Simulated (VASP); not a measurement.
Cs2AgBiBr6, 10 atoms in the cell. The structure is cubic, space group Fm-3m (No. 225). Conventional cell: a = 11.232 Å, b = 11.232 Å, c = 11.232 Å, α = 90.00°, β = 90.00°, γ = 90.00°. Bi (site symmetry m-3m) is surrounded by 6 Br at 2.81 Å. Cs (site symmetry -43m) is surrounded by 12 Br at 3.97 Å. Ag (site symmetry m-3m) has 6 Br at 2.80 Å as nearest neighbours. Br (site symmetry 4mm) is surrounded by 1 Ag at 2.80 Å and 1 Bi at 2.81 Å. 

```yaml
Program: VASP 6.6.1
Task: dielectric tensor
Functional: LDA
Potentials_or_basis: VASP PAW LDA potentials, release 64 (Bi_d, Cs_sv, Ag, Br)
Cutoff: 520 eV
k_mesh: 4 × 4 × 4
Occupations: gaussian, width 0.02 eV
Spin: no spin polarisation
Ladder: free
Further_INCAR_settings: ALGO = Normal; EDIFF = 1e-08
```

Potentials or basis: VASP PAW LDA potentials, release 64 (Bi_d, Cs_sv, Ag, Br).

Launch:

```console
$ cat potpaw_LDA.64/Bi_d/POTCAR potpaw_LDA.64/Cs_sv/POTCAR potpaw_LDA.64/Ag/POTCAR potpaw_LDA.64/Br/POTCAR > POTCAR
$ mpirun -np 4 vasp_std > vasp.out
```

Hardware: 4 MPI ranks on AMD EPYC 9R45 96-Core Processor (Zen 5), with other jobs on the host.

Estimate the wall time of this run.

Run time: 8.1 min on 4 MPI ranks on AMD EPYC 9R45 96-Core Processor (Zen 5), with other jobs on the host, peak memory 0.87 GiB a rank. Counts: scf iterations 151, k points 8.
